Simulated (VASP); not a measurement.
# CsH: single point with LDA

Crystal: CsH.

```xyz
2
Lattice="3.8687 0.0000 0.0000 0.0000 3.8687 0.0000 0.0000 0.0000 3.8687" Properties=species:S:1:pos:R:3 pbc="T T T"
Cs    0.0000    0.0000    0.0000
H     1.9343    1.9343    1.9343
```

The cell comes from a database or a generator and needn't be the stable form of this composition.

The cell isn't the ideal one: functional lda, volume scaled by 1.04.

```yaml
Program: VASP 6.6.1
Task: single point
Functional: LDA
Potentials_or_basis: VASP PAW LDA potentials, release 64 (Cs_sv, H)
Cutoff: 520 eV
k_mesh: 8 × 8 × 8
Occupations: fermi-dirac, width 0.01 eV
Spin: no spin polarisation
```

The pressure is -2.2 GPa. The band gap on the k mesh is 2.19 eV, indirect (least direct gap 2.46 eV).

Levels at points of the mesh, in eV from the valence-band top:
| k point | band 1 | band 2 | band 3 | band 4 | band 5 | band 6 | band 7 | band 8 | band 9 | band 10 |
| --- | --- | --- | --- | --- | --- | --- | --- | --- | --- | --- |
| (0.00, 0.00, 0.00) | -21.91 | -8.04 | -8.04 | -8.04 | -2.11 | 3.05 | 3.05 | 6.65 | 9.03 | 9.03 |
| (0.50, 0.00, 0.00) | -21.77 | -9.46 | -7.89 | -7.89 | -0.33 | 2.19 | 3.82 | 5.77 | 5.77 | 9.19 |
| (0.50, 0.50, 0.00) | -21.63 | -9.17 | -9.17 | -7.76 | -1.28 | 4.00 | 6.04 | 6.32 | 6.32 | 6.66 |
| (0.50, 0.50, 0.50) | -21.50 | -8.96 | -8.96 | -8.96 | 0.00 | 2.46 | 2.46 | 2.46 | 10.82 | 10.82 |

It took 17 s on 1 thread of Intel(R) Xeon(R) Platinum 8488C (Sapphire Rapids) (shared host), peak memory 0.15 GiB.

Caveat: spin-orbit coupling is left out, which moves the levels of the heavy elements. A k mesh can miss the band edges.
